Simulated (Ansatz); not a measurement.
# HfO2 (Pnma) in Ansatz: notebook

One crystal, HfO2, is run at these levels: RPBE, revPBE, BLYP; tasks: band structure.

All numbers are computed with Ansatz 0.2.0; they aren't measurements. Logs are shortened: lines on timing, memory, paths and dates and some standing lists are left out, and cuts for length are marked.

## 1. Starting point

Symmetry: Pnma, No. 62, orthorhombic system. Conventional cell: a = 5.556 Å, b = 3.334 Å, c = 6.505 Å, α = 90.00°, β = 90.00°, γ = 90.00°. Hf (site symmetry m) is surrounded by 7 O at 2.14 to 2.27 Å. O (site symmetry m) has 4 Hf at 2.14 to 2.17 Å as nearest neighbours. O (site symmetry m) is surrounded by 3 Hf at 2.16 to 2.27 Å.

Measurements of this composition are mostly on another form, of space group No. 14.

## 2. Band structure, RPBE

File input.yaml:

```yaml
crystal:
  lattice:
    - [5.556395, 0.0, 0.0]
    - [0.0, 3.333597, 0.0]
    - [0.0, 0.0, 6.504995]
  atoms:
    - { symbol: Hf, position: [0.748682, 0.75, 0.607871] }
    - { symbol: Hf, position: [0.251318, 0.25, 0.392129] }
    - { symbol: Hf, position: [0.248682, 0.75, 0.892129] }
    - { symbol: Hf, position: [0.751318, 0.25, 0.107871] }
    - { symbol: O, position: [0.639499, 0.25, 0.4234] }
    - { symbol: O, position: [0.360501, 0.75, 0.5766] }
    - { symbol: O, position: [0.139499, 0.25, 0.0766] }
    - { symbol: O, position: [0.860501, 0.75, 0.9234] }
    - { symbol: O, position: [0.520794, 0.25, 0.841453] }
    - { symbol: O, position: [0.479206, 0.75, 0.158547] }
    - { symbol: O, position: [0.020794, 0.25, 0.658547] }
    - { symbol: O, position: [0.979206, 0.75, 0.341453] }
hamiltonian:
  xc: rpbe
  pseudopotentials: { kind: paw }
kpoints:
  mp_grid: { grid: [4, 6, 3] }
  band_path:
    path:
      - [[0.0, 0.0, 0.0], [0.0, -0.5, 0.0], [-0.5, -0.5, 0.0], [-0.5, 0.0, 0.0], [0.0, 0.0, 0.0], [0.0, 0.0, -0.5], [0.0, -0.5, -0.5], [-0.5, -0.5, -0.5], [-0.5, 0.0, -0.5], [0.0, 0.0, -0.5]]
      - [[-0.5, 0.0, 0.0], [-0.5, 0.0, -0.5]]
      - [[0.0, -0.5, -0.5], [0.0, -0.5, 0.0]]
      - [[-0.5, -0.5, 0.0], [-0.5, -0.5, -0.5]]
    npoints: 10
scf:
  occupations: { method: fermi_dirac, width: 0.05 }
  n_extra_bands: 30
output:
  forces: true
  stress: true
  eigenvalues: true
  fatbands: false
```

Potentials or basis: Ansatz PAW.

The run is started by

```
$ ansatz run input.yaml --threads 4 --pin off --max-ram 11264MiB --backend cpu --events-out ev --progress --plain --runs-dir out
```

The log of the run:

```text
Warning: RAYON_NUM_THREADS=4 ignored (pool sized by the plan → 4); use --threads N
scf.n_extra_bands = 30 over 76 filled bands (N_el = 152.0): the run solves 106 bands
Engine: ansatz 0.2.0, aarch64-unknown-linux-gnu
Pseudopotentials: kind: paw
Pseudopotential: Hf, paw, valence charge 26, recommended cutoff 420 eV (normal), Hf.paw.azcp
Pseudopotential: O, paw, valence charge 6, recommended cutoff 420 eV (normal), O.paw.azcp
Functional definition: RPBE
  parameter kappa = 0.804
  parameter beta = 0.06672455060314922
  exchange = rpbe_x(kappa = kappa, mu = beta*pi^2/3)
  correlation = pbe_c(beta = beta)
Crystal: 12 atoms, lattice volume = 120.491 Å³
Basis set: ecut = 420 eV, 2361 PW (Γ), exchange–correlation on 80×48×90 points (8 copies of the dense FFT grid, shifted against one another)
Bands: 106, of which v1, the nominal top of the filled ones, is band 76 counted from 1 (75 counted from 0)
Symmetry: 8 space group operations
Space group: Pnma (ITA 62), of the structure as read, at distance tolerance 4.9e-5 Å
k-points: 24 of 72
Non-local potential: Hf, projectors of the file, l = 0: 3, l = 1: 2, l = 2: 2, l = 3: 3
Non-local potential: O, projectors of the file, l = 0: 2, l = 1: 2, l = 2: 1
PAW form: soft (Blöchl's): semilocal exchange-correlation on the pseudo side does not see the compensation charge
PAW frozen core: Hf, regenerated for the run's functional, and the local potential with it (the file was generated under x = pbe(κ = 0.804, μ = 0.2195149727645171), c = pbe(β = 0.06672455060314922))
PAW frozen core: O, regenerated for the run's functional, and the local potential with it (the file was generated under x = pbe(κ = 0.804, μ = 0.2195149727645171), c = pbe(β = 0.06672455060314922))
PAW one-centre angular grid: Hf, 590 points (default); XC on 64 Gauss nodes
PAW one-centre angular grid: O, 110 points (default); XC on 64 Gauss nodes
Initial density: superposition of atomic densities (neutral atoms: chi_scale 0, normalization atom), corrected by the library's trained network
Initial wavefunctions: pseudopotential atomic-orbital guess
Functional: x = rpbe, c = pbe(β = 0.06672455060314922)
SCF iter   1: F=—  HF=-67507.832574 eV  |F-HF|=—  |Δ(HF+E_count)|=         —  Δρ=5.36e-3  dr2=2.89e-2  ethr=1.77e-3  ⟨swp⟩=5.1  Hψ=8374  notcnv=0  defer=181
preconditioner: auto → Resta (q_TF=auto, 2.836 Å⁻¹)  ε∞=4.6  [insulator: Δε(μ)=3.518 eV  Ē_g=21.318 eV  σ=0.050 eV  W_gap=1.00  n_scr=42 (ndim 8)  ℏωp=40.6 eV  f_vac=0.000  D(μ)=0.00/eV (n_scr^D=0)  ε∞_Penn≈4.6]
SCF iter   2: F=—  HF=-67507.832324 eV  |F-HF|=—  |Δ(HF+E_count)|=   2.50e-4  Δρ=2.99e-3  dr2=9.37e-3  ethr=1.90e-5  ⟨swp⟩=2.0  Hψ=3372  notcnv=0  defer=381
SCF iter   3: F=—  HF=-67507.832734 eV  |F-HF|=—  |Δ(HF+E_count)|=   4.10e-4  Δρ=6.38e-4  dr2=4.04e-4  ethr=6.16e-6  ⟨swp⟩=2.0  Hψ=3466  notcnv=0  defer=381
SCF iter   4: F=—  HF=-67507.832232 eV  |F-HF|=—  |Δ(HF+E_count)|=   5.02e-4  Δρ=3.08e-4  dr2=1.06e-4  ethr=2.66e-7  ⟨swp⟩=2.1  Hψ=3811  notcnv=0  defer=381
SCF iter   5: F=—  HF=-67507.832258 eV  |F-HF|=—  |Δ(HF+E_count)|=   2.58e-5  Δρ=8.40e-5  dr2=6.67e-6  ethr=6.95e-8  ⟨swp⟩=2.0  Hψ=3240  notcnv=0  defer=381
SCF iter   6: F=—  HF=-67507.832085 eV  |F-HF|=—  |Δ(HF+E_count)|=   1.73e-4  Δρ=1.83e-5  dr2=2.36e-7  ethr=4.39e-9  ⟨swp⟩=2.0  Hψ=3755  notcnv=0  defer=381
SCF iter   7: F=-67507.832085 eV  HF=-67507.832086 eV  |F-HF|=1.62e-8  |Δ(HF+E_count)|=   3.17e-7  Δρ=6.74e-6  dr2=3.59e-8  ethr=6.58e-11  ⟨swp⟩=10.5  Hψ=12836  notcnv=0
SCF 1 converged in 7 iterations: F = -67507.832085 eV  dr2 = 3.59e-8
NSCF: frozen V_eff on 124 k-points
SCF converged after 7 iterations
Free energy (F): -67507.832085 eV
Harris-Foulkes:  -67507.832086 eV  (|F-HF|=1.62e-8)
Internal energy: -67507.832085 eV  (E = F + TS)
E sigma→0 (E₀):  -67507.832085 eV
Fermi energy:    19.349236 eV
--- Per-component energies (eV) ---
  E_band       = 479.420859
  E_kinetic    = 3095.865054
  E_local      = -21247.485986  (includes V_loc(G=0)·N_el)
  E_nonlocal   = -4602.589672
  E_hartree    = 9814.510303
  E_xc         = -1797.951765
  E_vxc        = -1823.853246  (∫ρ·V_xc dr)
  E_paw        = -29030.496182  (= ΣΔE_a)
  E_vpaw       = 5428.452957  (= ΣTr[D̂ρ^β])
  E_aug_tail   = 0.019699  (compensation charges beyond the density's cutoff)
  E_ewald      = -23738.792418
  E_core_change = -0.911118  (= ΣΔE_core)
  E_smearing   = -0.000000  (= −TS)
  E_closure    = -0.000000  (closes the sum)
  Σ components = -67507.832085   (vs F -67507.832085, Δ=0.00e0)
--- Forces (eV/Å), atoms counted from 1 ---
  atom   1  Hf     0.02057807     0.00000000     0.07213963
  atom   2  Hf    -0.02057807     0.00000000    -0.07213963
  atom   3  Hf     0.02057807    -0.00000000    -0.07213963
  atom   4  Hf    -0.02057807    -0.00000000     0.07213963
  atom   5  O      0.01404058     0.00000000    -0.01637069
  atom   6  O     -0.01404058     0.00000000     0.01637069
  atom   7  O      0.01404058     0.00000000     0.01637069
  atom   8  O     -0.01404058     0.00000000    -0.01637069
  atom   9  O      0.01998820     0.00000000    -0.10205616
  atom  10  O     -0.01998820     0.00000000     0.10205616
  atom  11  O      0.01998820     0.00000000     0.10205616
  atom  12  O     -0.01998820     0.00000000    -0.10205616
  max |Σ_I F_I| component: 2.78e-17 eV/Å
--- Stress (GPa, compression-positive) ---
        8.778064       0.000000       0.000000
        0.000000       8.925165       0.000000
        0.000000       0.000000       8.981078
  P = ⅓ Tr σ = 8.8948 GPa (88.948 kbar)
--- Band table (eV; the first three rows and the last of 24) ---
  k-point 0: bands = ["-43.2218", "-43.2035", "-43.2031", "-43.1990", "-12.2869", "-12.1421", "-12.0830", "-11.9767", "-11.9004", "-11.8459", "-11.8259", "-11.7552", "-11.7484", "-11.7343", "-11.7252", "-11.7055", "-1.3123", "0.3075", "0.3154", "0.8324", "1.1507", "1.1682", "1.2292", "1.4130", "6.8884", "6.9056", "6.9097", "6.9135", "6.9171", "6.9173", "6.9202", "6.9233", "6.9249", "6.9254", "6.9264", "6.9326", "6.9343", "6.9346", "6.9388", "6.9424", "6.9426", "6.9458", "6.9548", "6.9578", "6.9607", "6.9653", "6.9670", "6.9684", "6.9736", "6.9843", "6.9976", "6.9991", "12.4034", "12.4828", "12.9362", "13.0748", "13.2010", "13.6364", "13.6381", "13.6946", "14.0088", "14.2055", "14.2415", "14.4397", "14.9811", "15.1524", "15.1567", "15.6389", "15.7465", "16.0251", "16.3254", "16.7387", "16.7683", "17.2324", "17.5153", "17.5632", "21.0829", "21.9947", "22.0829", "22.6256", "23.2703", "23.4302", "23.5166", "24.1787", "24.2969", "24.3603", "24.4988", "24.6798", "24.7294", "25.1905", "25.2472", "25.4490", "25.7228", "25.8780", "26.9281", "27.0813", "27.2237", "28.3281", "29.9081", "30.5477", "31.4897", "32.6457", "33.3973", "34.1057", "34.3848", "34.6764"]
[... 3 lines left out ...]
```

Wall time 17 s (4 threads of Arm Neoverse V2, shared host); peak memory 1 GiB.

Results:

- Free energy: -67507.8321 eV
- Pressure: 8.9 GPa
- Largest force: 0.104 eV/Å
- Band gap on the k mesh: 3.52 eV, direct
- Band gap along the path: 3.52 eV, direct

Forces in eV/Å, atoms in the order of the input:
```
Hf   0.021  0.000  0.072
Hf  -0.021  0.000 -0.072
Hf   0.021  0.000 -0.072
Hf  -0.021  0.000  0.072
O    0.014  0.000 -0.016
O   -0.014  0.000  0.016
O    0.014  0.000  0.016
O   -0.014  0.000 -0.016
O    0.020  0.000 -0.102
O   -0.020  0.000  0.102
O    0.020  0.000  0.102
O   -0.020  0.000 -0.102
```

Stress tensor (GPa, compression positive):
```
8.78 0.00 0.00
0.00 8.93 0.00
0.00 0.00 8.98
```

Levels at the corners of the path, in eV from the valence-band top:
```csv
point,band 74,band 75,band 76,band 77,band 78,band 79
Γ,-0.33,-0.05,0.00,3.52,4.43,4.52
X,-0.77,-0.68,-0.68,5.22,5.22,6.03
S,-0.71,-0.71,-0.71,5.73,5.73,5.73
Y,-0.79,-0.33,-0.33,4.34,4.34,5.57
Γ,-0.33,-0.05,0.00,3.52,4.43,4.52
Z,-0.55,-0.39,-0.39,4.36,4.36,5.10
U,-0.88,-0.77,-0.77,5.17,5.17,6.25
R,-0.71,-0.71,-0.71,5.89,5.89,5.89
T,-0.84,-0.40,-0.40,5.15,5.15,5.18
Z,-0.55,-0.39,-0.39,4.36,4.36,5.10
Y,-0.79,-0.33,-0.33,4.34,4.34,5.57
T,-0.84,-0.40,-0.40,5.15,5.15,5.18
U,-0.88,-0.77,-0.77,5.17,5.17,6.25
X,-0.77,-0.68,-0.68,5.22,5.22,6.03
S,-0.71,-0.71,-0.71,5.73,5.73,5.73
R,-0.71,-0.71,-0.71,5.89,5.89,5.89
```

Caveat: the pressure holds a Pulay correction of +0.8 GPa for the finite cutoff; spin-orbit coupling is left out, which moves the levels of the heavy elements; the PAW data sets come from PBE, with cores solved anew for the run's functional, which leaves a small shift of forces and pressure. RPBE gaps usually lie below the measured ones, often by a third to a half.

## 3. Band structure, revPBE

Edit input.yaml of step 2 so:

```diff
@@ -19,3 +19,3 @@
 hamiltonian:
-  xc: rpbe
+  xc: revpbe
   pseudopotentials: { kind: paw }
@@ -37,2 +37,2 @@
   eigenvalues: true
-  fatbands: false
+  fatbands: true
```

Potentials or basis: Ansatz PAW.

The run is started by

```
$ ansatz run input.yaml --threads 4 --pin off --max-ram 11264MiB --backend cpu --events-out ev --progress --plain --runs-dir out
```

Run time: 27 s. Hardware: 4 threads of Arm Neoverse V2, shared host; peak memory 1 GiB.

Results (log left out):

```
Free energy             : -67489.8426 eV
Pressure                : 7.4 GPa
Largest force           : 0.092 eV/Å
Band gap on the k mesh  : 3.50 eV, direct
Band gap along the path : 3.50 eV, direct
```

Forces on the atoms (eV/Å):
```
Hf   0.017  0.000  0.068
Hf  -0.017  0.000 -0.068
Hf   0.017  0.000 -0.068
Hf  -0.017  0.000  0.068
O    0.012  0.000 -0.015
O   -0.012  0.000  0.015
O    0.012  0.000  0.015
O   -0.012  0.000 -0.015
O    0.018  0.000 -0.090
O   -0.018  0.000  0.090
O    0.018  0.000  0.090
O   -0.018  0.000 -0.090
```

Stress tensor (GPa, compression positive):
```
7.25 0.00 0.00
0.00 7.36 0.00
0.00 0.00 7.43
```

Levels at the corners of the path, in eV from the valence-band top:
| point | band 72 | band 73 | band 74 | band 75 | band 76 | band 77 | band 78 | band 79 | band 80 | band 81 |
| --- | --- | --- | --- | --- | --- | --- | --- | --- | --- | --- |
| Γ | -0.83 | -0.80 | -0.33 | -0.05 | 0.00 | 3.50 | 4.41 | 4.50 | 5.05 | 5.69 |
| X | -1.48 | -0.77 | -0.77 | -0.68 | -0.68 | 5.20 | 5.20 | 6.02 | 6.02 | 6.09 |
| S | -1.20 | -0.71 | -0.71 | -0.71 | -0.71 | 5.72 | 5.72 | 5.72 | 5.72 | 6.72 |
| Y | -0.92 | -0.79 | -0.79 | -0.33 | -0.33 | 4.33 | 4.33 | 5.55 | 5.55 | 5.69 |
| Γ | -0.83 | -0.80 | -0.33 | -0.05 | 0.00 | 3.50 | 4.41 | 4.50 | 5.05 | 5.69 |
| Z | -1.28 | -0.55 | -0.55 | -0.39 | -0.39 | 4.34 | 4.34 | 5.09 | 5.09 | 5.34 |
| U | -1.08 | -0.88 | -0.88 | -0.77 | -0.77 | 5.15 | 5.15 | 6.23 | 6.23 | 6.30 |
| R | -1.24 | -0.71 | -0.71 | -0.71 | -0.71 | 5.87 | 5.87 | 5.87 | 5.87 | 6.31 |
| T | -0.97 | -0.84 | -0.84 | -0.40 | -0.40 | 5.14 | 5.14 | 5.17 | 5.17 | 5.54 |
| Z | -1.28 | -0.55 | -0.55 | -0.39 | -0.39 | 4.34 | 4.34 | 5.09 | 5.09 | 5.34 |
| Y | -0.92 | -0.79 | -0.79 | -0.33 | -0.33 | 4.33 | 4.33 | 5.55 | 5.55 | 5.69 |
| T | -0.97 | -0.84 | -0.84 | -0.40 | -0.40 | 5.14 | 5.14 | 5.17 | 5.17 | 5.54 |
| U | -1.08 | -0.88 | -0.88 | -0.77 | -0.77 | 5.15 | 5.15 | 6.23 | 6.23 | 6.30 |
| X | -1.48 | -0.77 | -0.77 | -0.68 | -0.68 | 5.20 | 5.20 | 6.02 | 6.02 | 6.09 |
| S | -1.20 | -0.71 | -0.71 | -0.71 | -0.71 | 5.72 | 5.72 | 5.72 | 5.72 | 6.72 |
| R | -1.24 | -0.71 | -0.71 | -0.71 | -0.71 | 5.87 | 5.87 | 5.87 | 5.87 | 6.31 |

Caveat: the pressure holds a Pulay correction of +0.9 GPa for the finite cutoff; spin-orbit coupling is left out, which moves the levels of the heavy elements; the PAW data sets come from PBE, with cores solved anew for the run's functional, which leaves a small shift of forces and pressure. As with any semilocal functional, this revPBE gap is likely too small.

## 4. Band structure, BLYP

Edit input.yaml of step 3 so:

```diff
@@ -19,3 +19,3 @@
 hamiltonian:
-  xc: revpbe
+  xc: blyp
   pseudopotentials: { kind: paw }
@@ -37,2 +37,2 @@
   eigenvalues: true
-  fatbands: true
+  fatbands: false
```

The run is started by

```
$ ansatz run input.yaml --threads 4 --pin off --max-ram 11264MiB --backend cpu --events-out ev --progress --plain --runs-dir out
```

Run time: 17 s. Hardware: 4 threads of Arm Neoverse V2, shared host; peak memory 1 GiB.

It converged, with:

| Property | Result |
| --- | --- |
| Free energy | -67556.0083 eV |
| Pressure | 11.1 GPa |
| Largest force | 0.096 eV/Å |
| Band gap on the k mesh | 3.57 eV, direct |
| Band gap along the path | 3.57 eV, direct |

Forces on the atoms (eV/Å):
```
Hf   0.003  0.000  0.096
Hf  -0.003  0.000 -0.096
Hf   0.003  0.000 -0.096
Hf  -0.003  0.000  0.096
O    0.007  0.000 -0.031
O   -0.007  0.000  0.031
O    0.007  0.000  0.031
O   -0.007  0.000 -0.031
O    0.027  0.000 -0.084
O   -0.027  0.000  0.084
O    0.027  0.000  0.084
O   -0.027  0.000 -0.084
```

Stress tensor (GPa, compression positive):
```
11.14  0.00  0.00
 0.00 10.97  0.00
 0.00  0.00 11.11
```

Levels at the corners of the path, in eV from the valence-band top:
```
point  band 74  band 75  band 76  band 77  band 78  band 79
    Γ    -0.33    -0.05     0.00     3.57     4.48     4.56
    X    -0.75    -0.68    -0.68     5.19     5.19     6.03
    S    -0.70    -0.70    -0.70     5.70     5.70     5.70
    Y    -0.78    -0.32    -0.32     4.36     4.36     5.51
    Γ    -0.33    -0.05     0.00     3.57     4.48     4.56
    Z    -0.54    -0.39    -0.39     4.40     4.40     5.12
    U    -0.87    -0.76    -0.76     5.14     5.14     6.22
    R    -0.70    -0.70    -0.70     5.85     5.85     5.85
    T    -0.82    -0.39    -0.39     5.15     5.15     5.18
    Z    -0.54    -0.39    -0.39     4.40     4.40     5.12
    Y    -0.78    -0.32    -0.32     4.36     4.36     5.51
    T    -0.82    -0.39    -0.39     5.15     5.15     5.18
    U    -0.87    -0.76    -0.76     5.14     5.14     6.22
    X    -0.75    -0.68    -0.68     5.19     5.19     6.03
    S    -0.70    -0.70    -0.70     5.70     5.70     5.70
    R    -0.70    -0.70    -0.70     5.85     5.85     5.85
```

Caveat: the pressure holds a Pulay correction of +1.1 GPa for the finite cutoff; spin-orbit coupling is left out, which moves the levels of the heavy elements; the PAW data sets come from PBE, with cores solved anew for the run's functional, which leaves a small shift of forces and pressure. Expect the measured gap to be larger: semilocal functionals such as BLYP lack the derivative discontinuity.

## 5. The runs side by side

| level | gap on the mesh (eV) | pressure (GPa) | largest force (eV/Å) |
| --- | --- | --- | --- |
| RPBE | 3.52 | 8.9 | 0.10 |
| revPBE | 3.50 | 7.4 | 0.09 |
| BLYP | 3.57 | 11.1 | 0.10 |

Alike in all rows: task band structure; potentials or basis Ansatz PAW; no spin polarisation; cell as given; k mesh 4 × 6 × 3; cutoff (eV) 420; smearing fermi-dirac 0.05 eV.

On the cell as given the gap runs from 3.50 eV (revPBE) to 3.57 eV (BLYP). The pressure there spans 7.4 GPa (revPBE) to 11.1 GPa (BLYP); a positive pressure means that this level wants a larger cell, a negative one a smaller.

Caveats: spin-orbit coupling is left out, which moves the levels of the heavy elements; the PAW data sets come from PBE, with cores solved anew for the run's functional, which leaves a small shift of forces and pressure.

Total energies depend on the potentials used, so only differences within one code and one set of settings carry meaning.
